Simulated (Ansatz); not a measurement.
Consider Ti3SiC2 (space group P6_3/mmc, No. 194).

```
CELL_PARAMETERS angstrom
      3.04238     0.00000     0.00000
     -1.52119     2.63478     0.00000
      0.00000     0.00000    17.57708
ATOMIC_POSITIONS crystal
  Ti 0.00000 0.00000 0.00000
  Ti 0.00000 0.00000 0.50000
  Ti 0.33333 0.66667 0.13496
  Ti 0.66667 0.33333 0.63496
  Ti 0.66667 0.33333 0.86504
  Ti 0.33333 0.66667 0.36504
  Si 0.00000 0.00000 0.25000
  Si 0.00000 0.00000 0.75000
  C  0.33333 0.66667 0.57218
  C  0.66667 0.33333 0.07218
  C  0.66667 0.33333 0.42782
  C  0.33333 0.66667 0.92782
```

Computed with plane-wave PAW DFT at the PBEsol level (Ansatz, an electronic-structure program, 420 eV), no SOC.

Before the change:

| Item | Value |
|---|---|
| Volume per atom | 11.74 Å³ |

The change: a negative pressure, −1 GPa.

### Question
Estimate the effect on the volume per atom.

### Answer
The volume per atom goes up by 0.06 Å³ to 11.80 Å³.

Load acts through the strain it causes; cell and atoms are relaxed under it. Whether these cells are dynamically stable was not tested. The final runs are not spin-polarised.
